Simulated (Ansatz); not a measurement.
A run of Ansatz 0.2.0 is set up as follows.

The input input.yaml:

```yaml
crystal:
  lattice:
    - [1.6477431241, -5.4650377251, 0.0]
    - [1.6477431241, 5.4650377251, 0.0]
    - [0.0, 0.0, 4.54363559]
  atoms:
    - { symbol: P, position: [0.90414313, 0.09585687, 0.58881517] }
    - { symbol: P, position: [0.09585687, 0.90414313, 0.41118483] }
    - { symbol: P, position: [0.59585687, 0.40414313, 0.08881517] }
    - { symbol: P, position: [0.40414313, 0.59585687, 0.91118483] }
hamiltonian:
  xc: rpbe
  pseudopotentials: { kind: paw }
kpoints:
  mp_grid: { grid: [5, 5, 4] }
scf:
  occupations: { method: fermi_dirac, width: 0.05 }
  n_extra_bands: 10
output:
  forces: true
  stress: true
  eigenvalues: true
  dos: { projected: true, de: 0.05, nscf_kmesh: { grid: [8, 8, 6] } }
  write_density: true
  write_potential: true
  elf: true
  volumetric_format: npy
```

Potentials or basis: Ansatz PAW.

The run is started by

```console
$ ansatz run input.yaml --threads 2 --pin off --max-ram 5632MiB --backend cpu --events-out ev --progress --plain --runs-dir out
```

Task: Estimate the pressure.

Result: 3.9 GPa.

Task: Estimate the largest force.

Result: 0.355 eV/Å.

States per cell in windows of 1 eV (zero at the valence-band top; states under -8 eV left out):
| from (eV) | total | P 3p | P 3s |
| --- | --- | --- | --- |
| -8.0 | 0.49 | 0.26 | 0.22 |
| -7.0 | 1.11 | 0.95 | 0.14 |
| -6.0 | 2.29 | 2.03 | 0.22 |
| -5.0 | 1.80 | 1.50 | 0.27 |
| -4.0 | 2.67 | 2.33 | 0.28 |
| -3.0 | 1.72 | 1.46 | 0.21 |
| -2.0 | 2.50 | 2.09 | 0.34 |
| -1.0 | 0.29 | 0.25 | 0.03 |
| 0.0 | 0.47 | 0.34 | 0.08 |
| 1.0 | 2.39 | 1.70 | 0.34 |
| 2.0 | 3.51 | 2.53 | 0.37 |
| 3.0 | 2.47 | 1.79 | 0.20 |
| 4.0 | 2.11 | 1.29 | 0.11 |
| 5.0 | 1.78 | 0.74 | 0.09 |
| 6.0 | 2.95 | 0.52 | 0.07 |
| 7.0 | 2.46 | 0.40 | 0.05 |

Caveat: odd divisions of the mesh miss points on the zone boundary, where band edges often lie, so the gap on the mesh can be too wide; the PAW data sets come from PBE, with cores solved anew for the run's functional, which leaves a small shift of forces and pressure; the density of states is complete only up to the lowest level of the last band computed.
